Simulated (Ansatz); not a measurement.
**VH2: a fit and a missing row**

VH2, Fm-3m, a = 4.164 Å. The structure is a COD entry; whether it is the stable form wasn't checked. Ansatz: PBEsol, PAW, 420 eV, Γ-centred 18×18×18 mesh on 3 atoms, Gaussian smearing 0.10 eV; no spin polarisation. Symmetry fixes shape and atoms, so the cell is only scaled; pressure is positive in compression.

| V (Å³/atom) | P (GPa) |
| --- | --- |
| 5.656 | 13.29 |
| 5.837 | 6.14 |
| 6.017 | 0.00 |
| 6.198 | -5.29 |
| 6.378 | ? |

Problem. Take V0 = 6.017 Å³/atom, fit the third-order Birch–Murnaghan form to the other rows, and predict the missing pressure.

Solution. With the Eulerian strain f = ½[(V0/V)^(2/3) − 1] and y = P/[3f(1 + 2f)^(5/2)], the form is the line y = B0 + 1.5 B0 (B0′ − 4) f. Rows (f, y): 0.02106, 189.7; 0.01023, 190.2; -0.00978, 189.4. Means f = 0.007170, y = 189.77; Σ(Δf)² = 0.0004896, ΣΔfΔy = 0.006615; the slope is their ratio. y = 189.7 + 13.51 f GPa, so B0 = 189.7 GPa and B0′ = 4 + 2 × (13.51)/(3 × 189.7) = 4.05. At V = 6.378, f = -0.01905, y = 189.44 and P = -9.82 GPa. The run gave -9.85 GPa, so the fit is 0.03 GPa too high, a small miss on the scale of the series. The form still works here, 33 % of the fitted range beyond its end.